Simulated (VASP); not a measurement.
# Ru (P6_3/mmc) in VASP: notebook

The runs below take Ru through single point, relaxation of cell and atoms, with PBEsol.

All numbers are computed with VASP 6.6.1; they aren't measurements. Logs are shortened: lines on timing, memory, paths and dates and some standing lists are left out, and cuts for length are marked.

**1. The crystal as given**

The structure is hexagonal, space group P6_3/mmc (No. 194). The conventional cell has a = 2.706 Å, b = 2.706 Å, c = 4.282 Å, α = 90.00°, β = 90.00°, γ = 120.00°. Ru (site symmetry -6m2) is surrounded by 12 Ru at 2.65 to 2.71 Å.

**2. Single point, PBEsol (grid = ENCUT=650 dk=0.35 cell=3x3x2 ISMEAR=1 SIGMA=0.1 LREAL=Auto EDIFF=1e-06)**

INCAR reads:

```
SYSTEM = Ru
PREC = Accurate
ENCUT = 650
EDIFF = 1E-6
ISMEAR = 1
SIGMA = 0.1
LREAL = Auto
LASPH = .TRUE.
NELM = 120
ALGO = Fast
ISIF = 2
LWAVE = .FALSE.
LCHARG = .FALSE.
GGA = PS
NBANDS = 288
NCORE = 1
KPAR = 2
```

KPOINTS reads:

```
Automatic mesh
0
G
  3 3 3
  0 0 0
```

POSCAR reads:

```
Ru
1.0
    8.1174000000      0.0000000000      0.0000000000
   -4.0587000000      7.0298746128      0.0000000000
    0.0000000000      0.0000000000      8.5638000000
Ru
36
Direct
    0.2222222222      0.1111111111      0.3750000000
    0.2222222222      0.1111111111      0.8750000000
    0.2222222222      0.4444444444      0.3750000000
    0.2222222222      0.4444444444      0.8750000000
    0.2222222222      0.7777777778      0.3750000000
    0.2222222222      0.7777777778      0.8750000000
    0.5555555556      0.1111111111      0.3750000000
    0.5555555556      0.1111111111      0.8750000000
    0.5555555556      0.4444444444      0.3750000000
    0.5555555556      0.4444444444      0.8750000000
    0.5555555556      0.7777777778      0.3750000000
    0.5555555556      0.7777777778      0.8750000000
    0.8888888889      0.1111111111      0.3750000000
    0.8888888889      0.1111111111      0.8750000000
    0.8888888889      0.4444444444      0.3750000000
    0.8888888889      0.4444444444      0.8750000000
    0.8888888889      0.7777777778      0.3750000000
    0.8888888889      0.7777777778      0.8750000000
    0.1111111111      0.2222222222      0.1250000000
    0.1111111111      0.2222222222      0.6250000000
    0.1111111111      0.5555555556      0.1250000000
    0.1111111111      0.5555555556      0.6250000000
    0.1111111111      0.8888888889      0.1250000000
    0.1111111111      0.8888888889      0.6250000000
    0.4444444444      0.2222222222      0.1250000000
    0.4444444444      0.2222222222      0.6250000000
    0.4444444444      0.5555555556      0.1250000000
    0.4444444444      0.5555555556      0.6250000000
    0.4444444444      0.8888888889      0.1250000000
    0.4444444444      0.8888888889      0.6250000000
    0.7777777778      0.2222222222      0.1250000000
    0.7777777778      0.2222222222      0.6250000000
    0.7777777778      0.5555555556      0.1250000000
    0.7777777778      0.5555555556      0.6250000000
    0.7777777778      0.8888888889      0.1250000000
    0.7777777778      0.8888888889      0.6250000000
```

Potentials or basis: VASP PAW PBE potentials, release 64 (Ru_pv).

Run with:

```
> cat potpaw_PBE.64/Ru_pv/POTCAR > POTCAR
> mpirun -np 4 vasp_std > vasp.out
```

OUTCAR:

```text
SYSTEM = Ru
   PREC = Accurate
   ENCUT = 650
   EDIFF = 1E-6
   ISMEAR = 1
   LREAL = Auto
   LASPH = .TRUE.
   NELM = 120
   ISIF = 2
   GGA = PS

 Found      6 irreducible k-points:

 Following reciprocal coordinates:
            Coordinates               Weight
  0.000000  0.000000  0.000000      1.000000
  0.333333  0.000000  0.000000      6.000000
  0.333333  0.333333  0.000000      2.000000
  0.000000  0.000000  0.333333      2.000000
  0.333333  0.000000  0.333333     12.000000
  0.333333  0.333333  0.333333      4.000000
   k-points           NKPTS =      6   k-points in BZ     NKDIM =      6   number of bands    NBANDS=    288
   number of dos      NEDOS =    301   number of ions     NIONS =     36
   total plane-waves  NPLWV = 352800
   dimension x,y,z NGX =    70 NGY =   70 NGZ =   72
   dimension x,y,z NGXF=   140 NGYF=  140 NGZF=  144
   ions per type =              36
   NGX,Y,Z   is equivalent  to a cutoff of  14.34, 14.34, 13.98 a.u.
   NGXF,Y,Z  is equivalent  to a cutoff of  28.67, 28.67, 27.95 a.u.
 SYSTEM =  Ru
   PREC   = accura    normal or accurate (medium, high low for compatibility)
   ISTART =      0    job   : 0-new  1-cont  2-samecut
   ICHARG =      2    charge: 1-file 2-atom 10-const
   ISPIN  =      1    spin polarized calculation?
   LNONCOLLINEAR =      F non collinear calculations
   LSORBIT =      F    spin-orbit coupling
   LASPH  =      T    aspherical Exc in radial PAW
   ENCUT  =  650.0 eV  47.77 Ry    6.91 a.u.  16.87 16.87 17.80*2*pi/ulx,y,z
   NELM   =    120;   NELMIN=  2; NELMDL= -5     # of ELM steps
   EDIFF  = 0.1E-05   stopping-criterion for ELM
   LREAL  =      T    real-space projection
   EDIFFG = 0.1E-04   stopping-criterion for IOM
   NSW    =      0    number of steps for IOM
   IBRION =     -1    ionic relax: 0-MD 1-quasi-New 2-CG
   NFREE  =      0    steps in history (QN), initial steepest desc. (CG)
   ISIF   =      2    stress and relaxation
   ISYM   =      2    0-nonsym 1-usesym 2-fastsym
   POTIM  = 0.5000    time-step for ionic-motion
   TEBEG  =    0.0;   TEEND  =   0.0 temperature during run
   PSTRESS=    0.0 pullay stress
   NELECT =     504.0000    total number of electrons
   NUPDOWN=      -1.0000    fix difference up-down
   EMIN   =  10.00;   EMAX   =-10.00  energy-range for DOS
   EFERMI =   0.00;   METHOD = LEGACY
   ISMEAR =     1;   SIGMA  =   0.10  broadening in eV -4-tet -1-fermi 0-gaus
   EFERMI_NEDOS =   21; number of points for ismear=-14 and -15
   IALGO  =     68    algorithm
   IMIX   =      4    mixing-type and parameters
     AMIX     =   0.40;   BMIX     =  1.00
     AMIX_MAG =   1.60;   BMIX_MAG =  1.00
  volume/ion in A,a.u.               =      13.57        91.61
  Fermi-wavevector in a.u.,A,eV,Ry     =   1.654022  3.125649 37.222674  2.735789
  Thomas-Fermi vector in A             =   2.742361
   LORBIT       =      0    0 simple, 1 ext, 2 COOP (PROOUT), +10 PAW based schemes
   GGA     = PS    functional components
   LHFCALC =     F    Hartree Fock is set to
   AEXX    =    0.0000 exact exchange contribution
   IVDW    =     0    specifies the selected vdW correction
   LEPSILON=     F    determine dielectric tensor
   LRPA    =     F    only Hartree local field effects (RPA)
 non-spin polarized calculation
 RMM-DIIS sequential band-by-band and
 Methfessel and Paxton  Order N= 1 SIGMA  =   0.10
  energy-cutoff  :      650.00
  volume of cell :      488.69
 maximum number of plane-waves:     18426
 NGX is ok and might be reduce to    70

 number of electron     504.0000006 magnetization

 Free energy of the ion-electron system (eV)
  ---------------------------------------------------
  ext. energy  EPLUGINS =         0.00000000
  ---------------------------------------------------
  free energy    TOTEN  =      -366.33101784 eV

  energy without entropy =     -366.35587442  energy(sigma->0) =     -366.33930337

 E-fermi :  12.7757     XC(G=0): -14.2819

 val. band max:       12.7733355171   @ k =   0.3333   0.3333   0.3333
 cond. band min:      12.8532789462   @ k =   0.3333   0.0000   0.3333
 fundamental gap:      0.0799434291
 Fermi energy:        12.7756644584

 k-point     1 :       0.0000    0.0000    0.0000
  band No.  band energies     occupation
      1     -30.8931      2.00000
      2     -30.6604      2.00000
      3     -30.6604      2.00000
      4     -30.6604      2.00000
      5     -30.6604      2.00000
      6     -30.6461      2.00000
[... 256 lines left out ...]
    263      13.3632     -0.00000
    264      13.3632     -0.00000

 k-point     2 :       0.3333    0.0000    0.0000
  band No.  band energies     occupation
      1     -30.8512      2.00000
      2     -30.7827      2.00000
      3     -30.7827      2.00000
      4     -30.7357      2.00000
      5     -30.7124      2.00000
      6     -30.7124      2.00000
[... 256 lines left out ...]
    263      13.4182     -0.00000
    264      13.5523     -0.00000

 k-point     3 :       0.3333    0.3333    0.0000
  band No.  band energies     occupation
      1     -30.7752      2.00000
      2     -30.7752      2.00000
      3     -30.7752      2.00000
      4     -30.7752      2.00000
      5     -30.7752      2.00000
      6     -30.7752      2.00000
[... 256 lines left out ...]
    263      13.8894     -0.00000
    264      13.8909     -0.00000

 k-point     4 :       0.0000    0.0000    0.3333
  band No.  band energies     occupation
      1     -30.8198      2.00000
      2     -30.6941      2.00000
      3     -30.6941      2.00000
      4     -30.6941      2.00000
      5     -30.6941      2.00000
      6     -30.6941      2.00000
[... 256 lines left out ...]
    263      13.2336     -0.00000
    264      13.2337     -0.00000

 k-point     5 :       0.3333    0.0000    0.3333
  band No.  band energies     occupation
      1     -30.8055      2.00000
      2     -30.7859      2.00000
      3     -30.7553      2.00000
      4     -30.7356      2.00000
      5     -30.7356      2.00000
      6     -30.7016      2.00000
[... 256 lines left out ...]
    263      13.2941     -0.00000
    264      13.2941     -0.00000

 k-point     6 :       0.3333    0.3333    0.3333
  band No.  band energies     occupation
      1     -30.7922      2.00000
      2     -30.7922      2.00000
      3     -30.7922      2.00000
      4     -30.7428      2.00000
      5     -30.7428      2.00000
      6     -30.7428      2.00000
[... 256 lines left out ...]
    263      13.5065     -0.00000
    264      13.5065     -0.00000
 [bands above 264 left out]

------------------------ aborting loop because EDIFF is reached ----------------------------------------

  FORCE on cell =-STRESS in cart. coord.  units (eV):
  Direction    XX          YY          ZZ          XY          YZ          ZX
  --------------------------------------------------------------------------------------
  -------------------------------------------------------------------------------------
  Total      -19.5867635    -19.5867635    -21.1310934     -0.0000000     -0.0000000     -0.0000000
  in kB      -64.2158476    -64.2158476    -69.2789840     -0.0000000     -0.0000000     -0.0000000
  external PRESSURE =     -65.9035597 kB  Pullay stress =       0.0000000 kB

 VOLUME and BASIS-vectors are now :
 -----------------------------------------------------------------------------
  energy-cutoff  :      650.00
  volume of cell :      488.69
      direct lattice vectors                 reciprocal lattice vectors
     8.117400000  0.000000000  0.000000000     0.123192155  0.071125024  0.000000000
    -4.058700000  7.029874613  0.000000000     0.000000000  0.142250048  0.000000000
     0.000000000  0.000000000  8.563800000     0.000000000  0.000000000  0.116770592

 POSITION                                       TOTAL-FORCE (eV/Angst)
 -----------------------------------------------------------------------------------
      1.35290      0.78110      3.21143        -0.000000      0.000000      0.000000
      1.35290      0.78110      7.49333        -0.000000      0.000000     -0.000000
      0.00000      3.12439      3.21143        -0.000000      0.000000      0.000000
      0.00000      3.12439      7.49333         0.000000      0.000000     -0.000000
     -1.35290      5.46768      3.21143        -0.000000     -0.000000      0.000000
     -1.35290      5.46768      7.49333        -0.000000      0.000000      0.000000
[... 28 lines left out ...]
      2.70580      6.24878      1.07048         0.000000     -0.000000     -0.000000
      2.70580      6.24878      5.35238         0.000000     -0.000000     -0.000000
 -----------------------------------------------------------------------------------
    total drift:                                0.000000      0.000000      0.000000

  FREE ENERGIE OF THE ION-ELECTRON SYSTEM (eV)
  ---------------------------------------------------
  free  energy   TOTEN  =      -366.3310178397 eV

  energy  without entropy=     -366.3558744201  energy(sigma->0) =     -366.33930337
```

It took 7.8 min on 4 MPI ranks of Intel Xeon 6975P-C (Granite Rapids), shared host; peak memory 0.74 GiB.

The run converged, but some of its settings lie outside the range that counts as converged, so its numbers aren't taken as properties of the crystal.

What came out:

| Quantity | Value |
| --- | --- |
| Free energy | -366.3310 eV |
| Pressure | -6.6 GPa |
| Band gap on the k mesh | none (metal or under the smearing width) |

Caveat: the PAW data sets were made with another functional, which shifts forces and pressure a little.

**3. Relaxation of cell and atoms, PBEsol**

This run uses another cell than the first one: it holds 2 atoms, not 36.

INCAR reads:

```
ALGO     = Fast           # electronic algorithm
EDIFF    = 1E-6           # SCF threshold, eV
EDIFFG   = -0.005         # ionic threshold
ENCUT    = 600            # plane-wave cutoff, eV
GGA      = PS             # functional
IBRION   = 2              # ionic algorithm
ISIF     = 3              # what is computed and relaxed
ISMEAR   = -1             # smearing method
LASPH    = True           # aspherical terms in the spheres
LCHARG   = False          # write CHGCAR
LREAL    = False          # projectors in reciprocal space
LWAVE    = False          # write WAVECAR
NELM     = 100            # most SCF steps
NSW      = 40             # ionic steps
PREC     = Accurate       # precision mode
SIGMA    = 0.05           # smearing width, eV
```

KPOINTS reads:

```
k-points
0
Gamma
  10 10 6
```

POSCAR reads:

```
Ru
1.0
    2.7058000000      0.0000000000      0.0000000000
   -1.3529000000      2.3432915376      0.0000000000
    0.0000000000      0.0000000000      4.2819000000
Ru
2
Direct
    0.6666666667      0.3333333333      0.7500000000
    0.3333333333      0.6666666667      0.2500000000
```

Potentials or basis: VASP PAW PBE potentials, release 64 (Ru_pv).

Run with:

```
> cat potpaw_PBE.64/Ru_pv/POTCAR > POTCAR
> mpirun -np 1 vasp_std > vasp.out
```

OUTCAR:

```text
EDIFF = 1E-6
   EDIFFG = -0.005
   ENCUT = 600
   GGA = PS
   IBRION = 2
   ISIF = 3
   ISMEAR = -1
   LASPH = True
   LREAL = False
   NELM = 100
   NSW = 40
   PREC = Accurate

 ion  position               nearest neighbor table
   1  0.667  0.333  0.750-   2 2.65   2 2.65   2 2.65   2 2.65   2 2.65   2 2.65
   2  0.333  0.667  0.250-   1 2.65   1 2.65   1 2.65   1 2.65   1 2.65   1 2.65

  LATTYP: Found a hexagonal cell.
 ALAT       =     2.7058000000
 C/A-ratio  =     1.5824894671

  Lattice vectors:

 A1 = (   2.7058000000,   0.0000000000,   0.0000000000)
 A2 = (  -1.3529000000,   2.3432915376,   0.0000000000)
 A3 = (   0.0000000000,   0.0000000000,   4.2819000000)

Analysis of symmetry for initial positions (statically):
=====================================================================
 Subroutine PRICEL returns:
 Original cell was already a primitive cell.

 Routine SETGRP: Setting up the symmetry group for a
 hexagonal supercell.

 Subroutine GETGRP returns: Found 24 space group operations
 (whereof 12 operations were pure point group operations)
 out of a pool of 24 trial point group operations.
[... 171 lines left out ...]

  FORCE on cell =-STRESS in cart. coord.  units (eV):
  Direction    XX          YY          ZZ          XY          YZ          ZX
  --------------------------------------------------------------------------------------
  -------------------------------------------------------------------------------------
  Total       -0.7869099     -0.7869099     -1.5913937      0.0000000     -0.0000000      0.0000000
  in kB      -46.4383787    -46.4383787    -93.9138580      0.0000000     -0.0000000      0.0000000
  external PRESSURE =     -62.2635385 kB  Pullay stress =       0.0000000 kB
[... 239 lines left out ...]
--------------------------------------- Ionic step        8  -------------------------------------------

 number of electron      27.9999996 magnetization

 Free energy of the ion-electron system (eV)
  ---------------------------------------------------
  ext. energy  EPLUGINS =         0.00000000
  ---------------------------------------------------
  free energy    TOTEN  =       -20.33158528 eV

  energy without entropy =      -20.31716622  energy(sigma->0) =      -20.32437575

 E-fermi :  13.0641     XC(G=0): -14.3968

 val. band max:       13.0595803558   @ k =   0.1000   0.1000   0.3333
 cond. band min:      13.1006655852   @ k =   0.3000   0.1000   0.1667
 fundamental gap:      0.0410852294
 Fermi energy:        13.0641472803

 k-point     1 :       0.0000    0.0000    0.0000
  band No.  band energies     occupation
      1     -30.6522      2.00000
      2     -29.6497      2.00000
      3     -29.6497      2.00000
      4     -29.4597      2.00000
      5     -29.4597      2.00000
      6     -29.4064      2.00000
[... 481 lines left out ...]
      5     -29.7083      2.00000
      6     -29.6291      2.00000
[... 10 lines left out ...]
     17      16.7164      0.00000
     18      19.8449      0.00000

 [... further k-points ...]
[... 5 lines left out ...]
  --------------------------------------------------------------------------------------
  -------------------------------------------------------------------------------------
  Total        0.0006606      0.0006606      0.0017709      0.0000000      0.0000000     -0.0000000
  in kB        0.0397161      0.0397161      0.1064596      0.0000000      0.0000000     -0.0000000
  external PRESSURE =       0.0619639 kB  Pullay stress =       0.0000000 kB
[... 17 lines left out ...]
  FREE ENERGIE OF THE ION-ELECTRON SYSTEM (eV)
  ---------------------------------------------------
  free  energy   TOTEN  =       -20.3315852816 eV

  energy  without entropy=      -20.3171662225  energy(sigma->0) =      -20.32437575

 reached required accuracy - stopping structural energy minimisation
```

OSZICAR:

```text
N       E                     dE             d eps       ncg     rms          rms(c)
DAV:   1     0.306121248768E+03    0.30612E+03   -0.19420E+04  2016   0.191E+03
DAV:   2    -0.144464988364E+02   -0.32057E+03   -0.31460E+03  2136   0.521E+02
[... 72 lines left out ...]
DAV:   1    -0.203343438476E+02   -0.30665E-02   -0.98794E-02  2042   0.286E+00    0.335E-01
RMM:   2    -0.203319787351E+02    0.23651E-02   -0.27654E-03  2016   0.499E-01    0.124E-01
RMM:   3    -0.203315738294E+02    0.40491E-03   -0.84472E-04  2016   0.227E-01    0.273E-02
RMM:   4    -0.203315811502E+02   -0.73208E-05   -0.11209E-04  2130   0.836E-02    0.128E-02
RMM:   5    -0.203315849846E+02   -0.38344E-05   -0.34055E-05  2143   0.350E-02    0.141E-02
RMM:   6    -0.203315852816E+02   -0.29699E-06   -0.25671E-06  1253   0.139E-02
   8 F= -.20331585E+02 E0= -.20324376E+02  d E =-.517555E-03
```

CONTCAR:

```text
Ru
   1.00000000000000
     2.6973840653658199    0.0000000000000000   -0.0000000000000000
    -1.3486920326829099    2.3360031244098343    0.0000000000000000
    -0.0000000000000000   -0.0000000000000000    4.2295610566238473
  Ru
     2
Direct
     0.6666666667000030    0.3333333332999970    0.7500000000000000
     0.3333333332999970    0.6666666667000030    0.2500000000000000

  0.00000000E+00  0.00000000E+00  0.00000000E+00
  0.00000000E+00  0.00000000E+00  0.00000000E+00
```

It took 92 s on 1 thread of Intel Xeon Platinum 8488C (Sapphire Rapids), shared host; peak memory 0.18 GiB.

What came out:

```
Free energy                            : -20.3316 eV
Relaxed volume                         : 13.33 Å³/atom
Relaxed cell                           : a = 2.697 Å, b = 2.697 Å, c = 4.230 Å, α = 90.00°, β = 90.00°, γ = 120.00°
Space group after relaxing (to 0.05 Å) : P6_3/mmc (No. 194)
Energy gained by relaxing              : 6.2 meV/atom
Ionic steps                            : 8
Pressure after relaxing                : 0.0 GPa
Band gap on the k mesh                 : none (metal or under the smearing width)
```

Step by step:
```
step  energy change (eV)  largest force (eV/Å)  pressure (GPa)  volume (Å³)
   1              0.0000                0.0000           -6.23        27.15
   2              0.1007                0.0000           23.93        25.13
   3             -0.0118                0.0000            0.26        26.64
   4             -0.0119                0.0000            0.27        26.63
   5             -0.0118                0.0000            0.77        26.60
   6             -0.0119                0.0000            0.33        26.62
   7             -0.0121                0.0000           -0.38        26.67
   8             -0.0124                0.0000            0.01        26.65
```

Final structure:
```
CELL_PARAMETERS angstrom
2.69738 0.00000 0.00000
-1.34869 2.33600 0.00000
0.00000 0.00000 4.22956
ATOMIC_POSITIONS crystal
Ru 0.66667 0.33333 0.75000
Ru 0.33333 0.66667 0.25000
```

Caveat: the PAW data sets were made with another functional, which shifts forces and pressure a little.

**4. The reference run**

An earlier run on the cell as given: functional PBE; potentials or basis VASP PAW PBE potentials, release 64 (Ru_pv); cutoff 520 eV; k mesh 11 × 11 × 6; occupations fermi-dirac, width 0.05 eV; no spin polarisation.

* Pressure: 4.5 GPa
* Band gap on the k mesh: none (metal or under the smearing width)
